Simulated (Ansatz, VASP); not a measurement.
Given: the input of a run of VASP 6.6.1 on Fe.

INCAR

```
ALGO = Fast
EDIFF = 1E-6
ENCUT = 520
ISIF = 2
ISMEAR = 0
ISPIN = 2
LASPH = True
LCHARG = True
LELF = True
LMAXMIX = 4
LORBIT = 11
LREAL = False
LVHAR = True
LWAVE = False
MAGMOM = 3
NBANDS = 14
NELM = 150
PREC = Accurate
SIGMA = 0.02
```

File KPOINTS:

```
k-points
0
Gamma
  13 13 13
```

The input POSCAR:

```
Fe
1.0
    0.0000000000      1.9417396906      1.9651051623
    1.4984397099      0.0000000000      1.9651051623
    1.4984397099      1.9417396906      0.0000000000
Fe
1
Direct
    0.0000000000      0.0000000000      0.0000000000
```

Potentials or basis: VASP PAW LDA potentials, release 64 (Fe).

Command:

```sh
$ cat potpaw_LDA.64/Fe/POTCAR > POTCAR
$ mpirun -np 1 vasp_std > vasp.out
```

Q: Set up the same calculation for Ansatz 0.2.0. Potentials there: all-electron LAPW, scalar-relativistic.

A: As run (the cutoff follows the program's own potentials):

Contents of input.yaml:

```yaml
crystal:
  lattice:
    - [0.0, 1.9417396906, 1.9651051623]
    - [1.4984397099, 0.0, 1.9651051623]
    - [1.4984397099, 1.9417396906, 0.0]
  atoms:
    - { symbol: Fe, position: [0.0, 0.0, 0.0], spin: 3.0 }
kpoints:
  mp_grid: { grid: [13, 13, 13] }
scf:
  occupations: { method: gaussian, width: 0.02 }
hamiltonian:
  xc: lda
  pseudopotentials: { kind: all_electron, lapw: { basis_error: 0.001 } }
magnetization:
  spin_polarized: true
output:
  forces: true
  stress: true
  eigenvalues: true
```

Potentials or basis: all-electron LAPW, scalar-relativistic.

The run is started by

```console
$ ansatz run input.yaml --threads 2 --pin off --max-ram 6144MiB --backend cpu --events-out ev --progress --plain --runs-dir out
```

Both were run:

|  | VASP | Ansatz | Ansatz less VASP |
| --- | --- | --- | --- |
| gap on the k mesh at the Fermi level (eV) | none | none | - |
| pressure (GPa) | -19.6 | -18.8 | +0.85 |
| largest component of the traceless stress (GPa) | 5.78 | 5.62 | -0.160 |
| net moment per atom (μB) | 2.11 | 2.14 | +0.037 |
| size of the moment on the site where the two differ most (μB) | 2.08 | 2.17 | +0.092 |

Site moments also hang on the region over which each program counts them. A gap of «none» marks a metal or a gap that the smearing closes. Ansatz ran all-electron here, so the differences hold the error of VASP's frozen core and of both bases.

Caveats: so large a pressure means that the cell lies far from this level's equilibrium, or that cutoff or potentials fall short.
